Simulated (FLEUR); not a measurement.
# BP (F-43m) in FLEUR: a series of runs

One crystal, BP, is run at these levels: RPBE; tasks: band structure, equation of state.

Everything below comes from runs of FLEUR MaX-R8.1 (later development tree). Logs are shortened: lines on timing, memory, paths and dates and some standing lists are left out, and cuts for length are marked.

**Measured values to compare with.**

From “Equation of state of single-crystal cubic boron phosphide”, 2014, arxiv:1407.1677, for a bulk crystal of BP at 300 K: bulk modulus 179 ± 1 GPa.

The runs below are set against these values where they give the same quantity.

## (1) The crystal as given

The structure is cubic, space group F-43m (No. 216). Conventional cell: a = 4.538 Å, b = 4.538 Å, c = 4.538 Å, α = 90.00°, β = 90.00°, γ = 90.00°. P (site symmetry -43m) has 4 B at 1.97 Å as nearest neighbours. B (site symmetry -43m) is surrounded by 4 P at 1.97 Å.

## (2) Band structure, RPBE

inp.xml

```xml
<?xml version="1.0" encoding="UTF-8" standalone="no"?>
<fleurInput fleurInputVersion="0.39">
   <comment>
      BP                                                                                                  
   </comment>
   <calculationSetup>
      <cutoffs Kmax="5.33" Gmax="16.5" GmaxXC="16.5" numbands="0"/>
      <scfLoop itmax="60" minDistance="0.00001" maxIterBroyd="15" imix="Anderson" alpha="0.05" precondParam="0.0" spinf="2.0" sdNocoIR="T"/>
      <coreElectrons ctail="T" frcor="F" kcrel="0" coretail_lmax="0"/>
      <xcFunctional name="Rpbe" relativisticCorrections="F"/>
      <magnetism jspins="1"/>
      <soc l_soc="F" theta="0.0" phi="0.0" spav="F"/>
      <expertModes spex="0" secvar="F"/>
      <geometryOptimization l_f="F" forcealpha="1.0" forcemix="BFGS" epsdisp="0.00001" epsforce="0.00001"/>
      <ldaU l_linMix="F" mixParam="0.05" spinf="1.0"/>
   </calculationSetup>
   <cell>
      <bzIntegration valenceElectrons="14.0" mode="hist" fermiSmearingEnergy="0.00183747">
         <kPointListSelection listName="default-1"/>
         <!-- k-points included here -->
         <xi:include xmlns:xi="http://www.w3.org/2001/XInclude" href="kpts.xml"> </xi:include>
      </bzIntegration>
      <!-- symmetry operations included here -->
      <xi:include xmlns:xi="http://www.w3.org/2001/XInclude" href="sym.xml"> </xi:include>
      <bulkLattice scale="1.0">
         <bravaisMatrix>
            <row-1>    0.0000000000000000     4.2877885767174000     4.2877885767174000</row-1>
[... 29 lines left out ...]
         </electronConfig>
         <energyParameters s="2" p="2" d="3" f="4"/>
         <lo type="SCLO" l="0" n="2" eDeriv="2"/>
         <lo type="SCLO" l="1" n="2" eDeriv="2"/>
         <lo type="SCLO" l="2" n="3" eDeriv="2"/>
      </species>
   </atomSpecies>
   <atomGroups>
      <atomGroup species="Phosphorous (P)">
         <relPos label="                   1">-1.000/4.000 -1.000/4.000 -1.000/4.000</relPos>
         <force calculate="T" relaxXYZ="TTT"/>
      </atomGroup>
      <atomGroup species="Boron (B)">
         <relPos label="                   2">.0000000000 .0000000000 .0000000000</relPos>
         <force calculate="T" relaxXYZ="TTT"/>
      </atomGroup>
   </atomGroups>
   <output dos="F" band="F" slice="F">
      <checks vchk="F" cdinf="F"/>
      <bandDOS minEnergy="-.5*Htr" maxEnergy="0.5*Htr" sigma="0.015" storeEVData="T"/>
      <vacuumDOS vacdos="F" integ="F" star="F" nstars="0" locx1="0.0" locy1="0.0" locx2="0.0" locy2="0.0" nstm="0" tworkf="0.0"/>
      <unfoldingBand unfoldBand="F" supercellX="1" supercellY="1" supercellZ="1"/>
      <plotting iplot="0" polar="F">
         <plot TwoD="T" vec1="  1.0  0.0  0.0" vec2="  0.0  1.0  0.0" vec3="  0.0  0.0  1.0" zero="  0.0  0.0  0.0" file="plot"/>
      </plotting>
      <chargeDensitySlicing numkpt="0" minEigenval="0.0" maxEigenval="0.0" nnne="0" pallst="F"/>
      <specialOutput eonly="F"/>
      <moessbauerParams electricFieldGradient="T" isomerShift="T" coreHyperfine="T" valenceHyperfine="T"/>
      <magneticCircularDichroism mcd="F" energyLo="-10.0" energyUp="0.0"/>
   </output>
  <!-- We include the file relax.xml here to enable relaxations (see documentation) -->
  <xi:include xmlns:xi="http://www.w3.org/2001/XInclude" href="relax.xml"> <xi:fallback/> </xi:include>
</fleurInput>
```

crystal.txt

```
BP
&input cartesian=F /
0.0000000000  2.2690000000  2.2690000000
2.2690000000  0.0000000000  2.2690000000
2.2690000000  2.2690000000  0.0000000000
1.8897261246
1.0 1.0 1.0

2
15 0.7500000000  0.7500000000  0.7500000000
5 0.0000000000  0.0000000000  0.0000000000

&kpt div1=10 div2=10 div3=10 gamma=T /
```

inp.xml (bands)

```
<?xml version="1.0" encoding="UTF-8" standalone="no"?>
<fleurInput fleurInputVersion="0.39">
   <comment>
      BP                                                                                                  
   </comment>
   <calculationSetup>
      <cutoffs Kmax="5.33" Gmax="16.5" GmaxXC="16.5" numbands="0"/>
      <scfLoop itmax="60" minDistance="0.00001" maxIterBroyd="15" imix="Anderson" alpha="0.05" precondParam="0.0" spinf="2.0" sdNocoIR="T"/>
      <coreElectrons ctail="T" frcor="F" kcrel="0" coretail_lmax="0"/>
      <xcFunctional name="Rpbe" relativisticCorrections="F"/>
      <magnetism jspins="1"/>
      <soc l_soc="F" theta="0.0" phi="0.0" spav="F"/>
      <expertModes spex="0" secvar="F"/>
      <geometryOptimization l_f="F" forcealpha="1.0" forcemix="BFGS" epsdisp="0.00001" epsforce="0.00001"/>
      <ldaU l_linMix="F" mixParam="0.05" spinf="1.0"/>
   </calculationSetup>
   <cell>
      <bzIntegration valenceElectrons="14.0" mode="hist" fermiSmearingEnergy="0.00183747">
         <kPointListSelection listName="path-1"/>
         <!-- k-points included here -->
         <xi:include xmlns:xi="http://www.w3.org/2001/XInclude" href="kpts.xml"> </xi:include>
      </bzIntegration>
      <!-- symmetry operations included here -->
      <xi:include xmlns:xi="http://www.w3.org/2001/XInclude" href="sym.xml"> </xi:include>
      <bulkLattice scale="1.0">
         <bravaisMatrix>
            <row-1>    0.0000000000000000     4.2877885767174000     4.2877885767174000</row-1>
[... 30 lines left out ...]
         <energyParameters s="2" p="2" d="3" f="4"/>
         <lo type="SCLO" l="0" n="2" eDeriv="2"/>
         <lo type="SCLO" l="1" n="2" eDeriv="2"/>
         <lo type="SCLO" l="2" n="3" eDeriv="2"/>
      </species>
   </atomSpecies>
   <atomGroups>
      <atomGroup species="Phosphorous (P)">
         <relPos label="                   1">-1.000/4.000 -1.000/4.000 -1.000/4.000</relPos>
         <force calculate="T" relaxXYZ="TTT"/>
      </atomGroup>
      <atomGroup species="Boron (B)">
         <relPos label="                   2">.0000000000 .0000000000 .0000000000</relPos>
         <force calculate="T" relaxXYZ="TTT"/>
      </atomGroup>
   </atomGroups>
   <output dos="F" band="T" slice="F">
      <checks vchk="F" cdinf="F"/>
      <bandDOS minEnergy="-.5*Htr" maxEnergy="0.5*Htr" sigma="0.015" storeEVData="T"/>
      <vacuumDOS vacdos="F" integ="F" star="F" nstars="0" locx1="0.0" locy1="0.0" locx2="0.0" locy2="0.0" nstm="0" tworkf="0.0"/>
      <unfoldingBand unfoldBand="F" supercellX="1" supercellY="1" supercellZ="1"/>
      <plotting iplot="0" polar="F">
         <plot TwoD="T" vec1="  1.0  0.0  0.0" vec2="  0.0  1.0  0.0" vec3="  0.0  0.0  1.0" zero="  0.0  0.0  0.0" file="plot"/>
      </plotting>
      <chargeDensitySlicing numkpt="0" minEigenval="0.0" maxEigenval="0.0" nnne="0" pallst="F"/>
      <specialOutput eonly="F"/>
      <moessbauerParams electricFieldGradient="T" isomerShift="T" coreHyperfine="T" valenceHyperfine="T"/>
      <magneticCircularDichroism mcd="F" energyLo="-10.0" energyUp="0.0"/>
   </output>
  <!-- We include the file relax.xml here to enable relaxations (see documentation) -->
  <xi:include xmlns:xi="http://www.w3.org/2001/XInclude" href="relax.xml"> <xi:fallback/> </xi:include>
</fleurInput>
```

Potentials or basis: all-electron, FLAPW.

Launch:

```bash
$ inpgen -f crystal.txt -profile fastHighL
$ # inp.xml edited to the form shown
$ fleur_MPI
$ fleur_MPI   # second run, on inp.xml (bands)
```

Log:

```text
Welcome to FLEUR        (www.flapw.de)
      MaX-Release 8.1          (www.max-centre.eu)

 ========== k-point set info ==========
 Selected k-point list: default-1
 k-point list type: mesh
 10 x 10 x 10
 Number of k points: 47

 ------------Calculation Setup---------------------------
 Number of MPI-tasks      :            1
 Number of PE/node        :            1
 Number of OMP-threads    :            1
 Most efficient MPI parallelization for:
           1          47
 Additional eigenvalue parallelization possible
 Number of basis functions:          468
 Approximate size of matrices (H+S) per k-point:         0.007 GB
 --------------------------------------------------------
Nuclear radius smaller than smallest radial mesh point for atom type 2 -- skipping its core isomer shift
Nuclear radius smaller than smallest radial mesh point for atom type 2 -- skipping its isomer shift
 Iteration:     1   Distance:      15.16853858 me/bohr^3
Nuclear radius smaller than smallest radial mesh point for atom type 2 -- skipping its core isomer shift
Nuclear radius smaller than smallest radial mesh point for atom type 2 -- skipping its isomer shift
 Iteration:     2   Distance:      14.06747422 me/bohr^3
Nuclear radius smaller than smallest radial mesh point for atom type 2 -- skipping its core isomer shift
Nuclear radius smaller than smallest radial mesh point for atom type 2 -- skipping its isomer shift
 Iteration:     3   Distance:       5.64799575 me/bohr^3
Nuclear radius smaller than smallest radial mesh point for atom type 2 -- skipping its core isomer shift
Nuclear radius smaller than smallest radial mesh point for atom type 2 -- skipping its isomer shift
 Iteration:     4   Distance:       2.27417794 me/bohr^3
Nuclear radius smaller than smallest radial mesh point for atom type 2 -- skipping its core isomer shift
Nuclear radius smaller than smallest radial mesh point for atom type 2 -- skipping its isomer shift
 Iteration:     5   Distance:       0.89718028 me/bohr^3
Nuclear radius smaller than smallest radial mesh point for atom type 2 -- skipping its core isomer shift
Nuclear radius smaller than smallest radial mesh point for atom type 2 -- skipping its isomer shift
 Iteration:     6   Distance:       0.21373503 me/bohr^3
Nuclear radius smaller than smallest radial mesh point for atom type 2 -- skipping its core isomer shift
Nuclear radius smaller than smallest radial mesh point for atom type 2 -- skipping its isomer shift
 Iteration:     7   Distance:       0.14406318 me/bohr^3
Nuclear radius smaller than smallest radial mesh point for atom type 2 -- skipping its core isomer shift
Nuclear radius smaller than smallest radial mesh point for atom type 2 -- skipping its isomer shift
 Iteration:     8   Distance:       0.07212258 me/bohr^3
Nuclear radius smaller than smallest radial mesh point for atom type 2 -- skipping its core isomer shift
Nuclear radius smaller than smallest radial mesh point for atom type 2 -- skipping its isomer shift
 Iteration:     9   Distance:       0.01587345 me/bohr^3
Nuclear radius smaller than smallest radial mesh point for atom type 2 -- skipping its core isomer shift
Nuclear radius smaller than smallest radial mesh point for atom type 2 -- skipping its isomer shift
 Iteration:    10   Distance:       0.00640264 me/bohr^3
Nuclear radius smaller than smallest radial mesh point for atom type 2 -- skipping its core isomer shift
Nuclear radius smaller than smallest radial mesh point for atom type 2 -- skipping its isomer shift
 Iteration:    11   Distance:       0.00460010 me/bohr^3
Nuclear radius smaller than smallest radial mesh point for atom type 2 -- skipping its core isomer shift
Nuclear radius smaller than smallest radial mesh point for atom type 2 -- skipping its isomer shift
 Iteration:    12   Distance:       0.00043924 me/bohr^3
Nuclear radius smaller than smallest radial mesh point for atom type 2 -- skipping its core isomer shift
Nuclear radius smaller than smallest radial mesh point for atom type 2 -- skipping its isomer shift
 Iteration:    13   Distance:       0.00009807 me/bohr^3
Nuclear radius smaller than smallest radial mesh point for atom type 2 -- skipping its core isomer shift
Nuclear radius smaller than smallest radial mesh point for atom type 2 -- skipping its isomer shift
 Iteration:    14   Distance:       0.00003697 me/bohr^3
Nuclear radius smaller than smallest radial mesh point for atom type 2 -- skipping its core isomer shift
Nuclear radius smaller than smallest radial mesh point for atom type 2 -- skipping its isomer shift
 Iteration:    15   Distance:       0.00000451 me/bohr^3

 ********************************************************************
 Run finished successfully
 Stop message:
   all done
 ********************************************************************
```

Run time: 68 s. Hardware: 1 thread of Arm Neoverse V2, shared host; peak memory 0.06 GiB.

Results:

```
Free energy                                           : -9990.3096 eV
Band gap on the k mesh                                : 1.41 eV, indirect (least direct gap 3.49 eV)
Band gap along the path                               : 1.41 eV, indirect (least direct gap 3.49 eV)
Valence electrons inside the program's atomic spheres : P 8.37; B 1.58 (radii P 1.84, B 1.6 bohr)
```

Levels at the corners of the path, in eV from the valence-band top:
| point | band 4 | band 5 | band 6 | band 7 | band 8 | band 9 | band 10 | band 11 | band 12 |
| --- | --- | --- | --- | --- | --- | --- | --- | --- | --- |
| Γ | -15.46 | 0.00 | 0.00 | 0.00 | 3.49 | 3.49 | 3.49 | 7.52 | 12.01 |
| X | -10.59 | -8.63 | -4.09 | -4.09 | 1.48 | 1.90 | 12.30 | 12.30 | 15.63 |
| W | -10.33 | -8.14 | -5.60 | -5.39 | 5.51 | 6.96 | 7.41 | 7.52 | 12.98 |
| K | -10.61 | -8.22 | -6.14 | -3.49 | 2.33 | 6.18 | 9.86 | 10.76 | 11.88 |
| Γ | -15.46 | 0.00 | 0.00 | 0.00 | 3.49 | 3.49 | 3.49 | 7.52 | 12.01 |
| L | -12.15 | -8.99 | -1.76 | -1.76 | 3.89 | 4.82 | 4.82 | 10.51 | 14.62 |
| U | -10.61 | -8.22 | -6.14 | -3.49 | 2.33 | 6.18 | 9.86 | 10.76 | 11.88 |
| W | -10.33 | -8.14 | -5.60 | -5.39 | 5.51 | 6.96 | 7.41 | 7.52 | 12.98 |
| L | -12.15 | -8.99 | -1.76 | -1.76 | 3.89 | 4.82 | 4.82 | 10.51 | 14.62 |
| K | -10.61 | -8.22 | -6.14 | -3.49 | 2.33 | 6.18 | 9.86 | 10.76 | 11.88 |
| U | -10.61 | -8.22 | -6.14 | -3.49 | 2.33 | 6.18 | 9.86 | 10.76 | 11.88 |
| X | -10.59 | -8.63 | -4.09 | -4.09 | 1.48 | 1.90 | 12.30 | 12.30 | 15.63 |

Core levels (eV from the Fermi level):
```tsv
atom	levels
1 P	1s1/2 -2078.2, 2s1/2 -168.2
2 B	1s1/2 -172.8
```

## (3) Equation of state, RPBE, 10.98 Å³/atom (volume scaled by 0.94)

Changes to inp.xml since step 2:

```diff
@@ -6,3 +6,3 @@
    <calculationSetup>
-      <cutoffs Kmax="5.33" Gmax="16.5" GmaxXC="16.5" numbands="0"/>
+      <cutoffs Kmax="5.47" Gmax="17.0" GmaxXC="17.0" numbands="0"/>
       <scfLoop itmax="60" minDistance="0.00001" maxIterBroyd="15" imix="Anderson" alpha="0.05" precondParam="0.0" spinf="2.0" sdNocoIR="T"/>
@@ -24,3 +24,3 @@
       <xi:include xmlns:xi="http://www.w3.org/2001/XInclude" href="sym.xml"> </xi:include>
-      <bulkLattice scale="1.0">
+      <bulkLattice scale="0.9795861087">
          <bravaisMatrix>
@@ -34,3 +34,3 @@
       <species name="Phosphorous (P)" element="P" atomicNumber="15">
-         <mtSphere radius="1.84" gridPoints="609" logIncrement="0.019"/>
+         <mtSphere radius="1.79" gridPoints="609" logIncrement="0.019"/>
          <atomicCutoffs lmax="8" lnonsphr="6"/>
@@ -49,3 +49,3 @@
       <species name="Boron (B)" element="B" atomicNumber="5">
-         <mtSphere radius="1.6" gridPoints="529" logIncrement="0.019"/>
+         <mtSphere radius="1.55" gridPoints="529" logIncrement="0.019"/>
          <atomicCutoffs lmax="8" lnonsphr="6"/>
```

Potentials or basis: all-electron, FLAPW.

Launch:

```bash
$ inpgen -f crystal.txt -profile fastHighL
$ # inp.xml edited to the form shown
$ fleur_MPI
```

Wall time 66 s (1 thread of Arm Neoverse V2, shared host); peak memory 0.08 GiB.

It converged, with:

| Quantity | Value |
| --- | --- |
| Free energy | -9990.2259 eV |
| Band gap on the k mesh | 1.31 eV, indirect (least direct gap 3.58 eV) |
| Valence electrons inside the program's atomic spheres | P 8.24; B 1.52 (radii P 1.79, B 1.55 bohr) |

## (4) Equation of state, RPBE, 11.21 Å³/atom (volume scaled by 0.96)

Changes to inp.xml since step 3:

```diff
@@ -24,3 +24,3 @@
       <xi:include xmlns:xi="http://www.w3.org/2001/XInclude" href="sym.xml"> </xi:include>
-      <bulkLattice scale="0.9795861087">
+      <bulkLattice scale="0.9864848297">
          <bravaisMatrix>
```

Launch:

```bash
$ inpgen -f crystal.txt -profile fastHighL
$ # inp.xml edited to the form shown
$ fleur_MPI
```

Wall time 68 s (1 thread of Arm Neoverse V2, shared host); peak memory 0.08 GiB.

The run converged. Its results:

```
Free energy                                           : -9990.2653 eV
Band gap on the k mesh                                : 1.34 eV, indirect (least direct gap 3.55 eV)
Valence electrons inside the program's atomic spheres : P 8.23; B 1.50 (radii P 1.79, B 1.55 bohr)
```

## (5) Equation of state, RPBE, 11.68 Å³/atom

Changes to inp.xml since step 4:

```diff
@@ -24,3 +24,3 @@
       <xi:include xmlns:xi="http://www.w3.org/2001/XInclude" href="sym.xml"> </xi:include>
-      <bulkLattice scale="0.9864848297">
+      <bulkLattice scale="1.0000000000">
          <bravaisMatrix>
```

Launch:

```bash
$ inpgen -f crystal.txt -profile fastHighL
$ # inp.xml edited to the form shown
$ fleur_MPI
```

Run time: 75 s. Hardware: 1 thread of Arm Neoverse V2, shared host; peak memory 0.08 GiB.

It converged, with:

```
Free energy                                           : -9990.3091 eV
Band gap on the k mesh                                : 1.41 eV, indirect (least direct gap 3.49 eV)
Valence electrons inside the program's atomic spheres : P 8.20; B 1.46 (radii P 1.79, B 1.55 bohr)
```

## (6) Equation of state, RPBE, 12.15 Å³/atom (volume scaled by 1.04)

Changes to inp.xml since step 5:

```diff
@@ -24,3 +24,3 @@
       <xi:include xmlns:xi="http://www.w3.org/2001/XInclude" href="sym.xml"> </xi:include>
-      <bulkLattice scale="1.0000000000">
+      <bulkLattice scale="1.0131594038">
          <bravaisMatrix>
```

Potentials or basis: all-electron, FLAPW.

Launch:

```bash
$ inpgen -f crystal.txt -profile fastHighL
$ # inp.xml edited to the form shown
$ fleur_MPI
```

Wall time 82 s (1 thread of Arm Neoverse V2, shared host); peak memory 0.08 GiB.

It converged, with:

```
Free energy                                           : -9990.3130 eV
Band gap on the k mesh                                : 1.47 eV, indirect (least direct gap 3.44 eV)
Valence electrons inside the program's atomic spheres : P 8.17; B 1.42 (radii P 1.79, B 1.55 bohr)
```

## (7) Equation of state, RPBE, 12.38 Å³/atom (volume scaled by 1.06)

Changes to inp.xml since step 6:

```diff
@@ -24,3 +24,3 @@
       <xi:include xmlns:xi="http://www.w3.org/2001/XInclude" href="sym.xml"> </xi:include>
-      <bulkLattice scale="1.0131594038">
+      <bulkLattice scale="1.0196128224">
          <bravaisMatrix>
```

Launch:

```bash
$ inpgen -f crystal.txt -profile fastHighL
$ # inp.xml edited to the form shown
$ fleur_MPI
```

Wall time 85 s (1 thread of Arm Neoverse V2, shared host); peak memory 0.08 GiB.

It converged, with:

```
Free energy                                           : -9990.3023 eV
Band gap on the k mesh                                : 1.50 eV, indirect (least direct gap 3.41 eV)
Valence electrons inside the program's atomic spheres : P 8.16; B 1.40 (radii P 1.79, B 1.55 bohr)
```

## (8) Equation of state, RPBE

No new run: the results of the series are fitted here.

What came out:

- Equilibrium volume: 11.96 Å³/atom
- Bulk modulus: 156 GPa
- Pressure derivative of the bulk modulus: 3.8 (rough: it moves with the points fitted)

Energy against volume, from the lowest point:
```csv
volume (Å³/atom),energy (meV/atom)
10.981,43.54
11.214,23.87
11.682,1.98
12.149,0.00
12.383,5.38
```

## (9) Against experiment

Step 8. Measured bulk modulus of BP: 179 GPa (300 K; “Equation of state of single-crystal cubic boron phosphide”, 2014, arxiv:1407.1677). This calculation gives 156 GPa (-13.1 %). 3 values of this kind are on record (173 to 179 GPa); this one was drawn at random among those near their median, those with a stated uncertainty first. The fit is for a static lattice scaled at fixed shape and fixed fractional positions.
